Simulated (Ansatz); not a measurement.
Runs of Ansatz 0.2.0 on LiCl. The structure is cubic, space group Fm-3m (No. 225). The conventional cell has a = 5.130 Å, b = 5.130 Å, c = 5.130 Å, α = 90.00°, β = 90.00°, γ = 90.00°. Cl (site symmetry m-3m) is surrounded by 6 Li at 2.56 Å. Li (site symmetry m-3m) is surrounded by 6 Cl at 2.56 Å. 

```tsv
task	level	potentials or basis	cell	k mesh	cutoff (eV)	smearing	gap on the mesh (eV)	pressure (GPa)
relaxation of cell and atoms	PBEsol	all-electron LAPW, scalar-relativistic	relaxed	9 × 9 × 9	-	fermi-dirac 0.05 eV	6.36	0.0
band structure	PBEsol	all-electron LAPW, non-relativistic	as given	9 × 9 × 9	160	fermi-dirac 0.05 eV	(b)	-1.2
single point	PBE	all-electron LAPW, scalar-relativistic	as given	9 × 9 × 9	161	gaussian 0.024 eV	6.33	(a)
phonons	PBE	all-electron LAPW, scalar-relativistic	as given	7 × 7 × 7	172	fermi-dirac 0.05 eV	6.33	-
single point	LDA	all-electron LAPW, scalar-relativistic	as given	9 × 9 × 9	161	gaussian 0.1 eV	5.99	-3.2
```

Alike in all rows: no spin polarisation; basis error allowed 0.001 eV/atom.

**Question.** Fill in the values left out.

**Answer.** (a) 0.4; (b) 6.22.

Caveats: an odd mesh through Γ misses points on the zone boundary, where band edges often lie (some runs).

Not every run made on this cell is shown here.
